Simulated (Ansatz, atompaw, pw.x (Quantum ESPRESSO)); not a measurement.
**pw.x on bcc Os: one setting changed**

Potential: PAW, atompaw 4.2.0.5, PBE; core [Kr] 4d10 4f14, reference 5s2 5p6 5d6 6s2 6p0; waves: 5s (bound): rc 1.60 bohr; 6s (bound): rc 2.05 bohr; 5p (bound): rc 1.70 bohr; 6p (bound, empty): rc 2.35 bohr; 5d (bound): rc 2.35 bohr; 5d channel at 0.1 Ry: rc 2.35 bohr; local part: ultrasoft scheme with l = 3 at 0.5 Ry, radius 1.90 bohr; core correction: smooth core density matched at 2.30 bohr; augmentation: sinc compensation charge, radius 2.25 bohr; PAW radius 2.35 bohr; waves and projectors: custom rrkj gramschmidtortho.

The reference run (k-mesh 15³, cutoffs 60/600 Ry, Fermi–Dirac 0.01 Ry, mixing_beta 0.4, conv_thr 1e-9, no spin) gives -1.01 GPa at 14.794 Å³/atom, where all-electron LAPW gives -0.02 GPa. This run, with its own iteration cap, changes k-mesh shift to 1.

```
&control
  calculation='scf', prefix='x', pseudo_dir='./', outdir='./tmp', tstress=.true., disk_io='none'
/
&system
  ibrav=0, nat=1, ntyp=1, ecutwfc=60, ecutrho=600, nbnd=16,
  occupations='smearing', smearing='fd', degauss=0.01
/
&electrons
  conv_thr=1e-09, mixing_beta=0.4, electron_maxstep=50
/
ATOMIC_SPECIES
Os 1.0 Os.UPF
CELL_PARAMETERS angstrom
  -1.54647133 1.54647133 1.54647133
  1.54647133 -1.54647133 1.54647133
  1.54647133 1.54647133 -1.54647133
ATOMIC_POSITIONS crystal
Os 0.0000 0.0000 0.0000
K_POINTS automatic
15 15 15 1 1 1
```

```bash
pw.x < Os.scf.in > Os.scf.out
```

Question: How does the run end?

Answer: It converges in 8 iterations; the free energy moves by +7.0 meV/atom and the pressure by +0.30 GPa.

```
Message from routine setup:
     using ibrav=0 with symmetry is DISCOURAGED, use correct ibrav instead
     lattice parameter (alat)  =       5.0618  a.u.
     unit-cell volume          =      99.8349 (a.u.)^3
     number of electrons       =        16.00
     number of Kohn-Sham states=           16
     kinetic-energy cutoff     =      60.0000  Ry
     charge density cutoff     =     600.0000  Ry
     scf convergence threshold =      1.0E-09
     Exchange-correlation= SLA PW PBX PBC
     number of k points=   120  Fermi-Dirac smearing, width (Ry)=  0.0100
     iteration #  1     ecut=    60.00 Ry     beta= 0.40
     total energy              =    -833.38406821 Ry
     estimated scf accuracy    <       0.02399479 Ry
     iteration #  2     ecut=    60.00 Ry     beta= 0.40
     total energy              =    -833.38501835 Ry
     estimated scf accuracy    <       0.00268721 Ry
     iteration #  3     ecut=    60.00 Ry     beta= 0.40
     total energy              =    -833.38514959 Ry
     estimated scf accuracy    <       0.00016270 Ry
     [... 2 iterations left out ...]
     iteration #  6     ecut=    60.00 Ry     beta= 0.40
     total energy              =    -833.38517927 Ry
     estimated scf accuracy    <       0.00000004 Ry
     iteration #  7     ecut=    60.00 Ry     beta= 0.40
     total energy              =    -833.38517928 Ry
     estimated scf accuracy    <          2.2E-09 Ry
     iteration #  8     ecut=    60.00 Ry     beta= 0.40
     the Fermi energy is    23.8046 ev
!    total energy              =    -833.38517928 Ry
     estimated scf accuracy    <          1.3E-10 Ry
     smearing contrib. (-TS)   =      -0.00685259 Ry
     convergence has been achieved in   8 iterations
          total   stress  (Ry/bohr**3)                   (kbar)     P=       -7.08
     Message from routine punch:
     Nothing written, as per user request (disk_io='none')
```

The run took about 20 s on one core of a shared host (AMD EPYC 7R43 64-Core Processor, 256 threads, 1004 GiB, load 66).
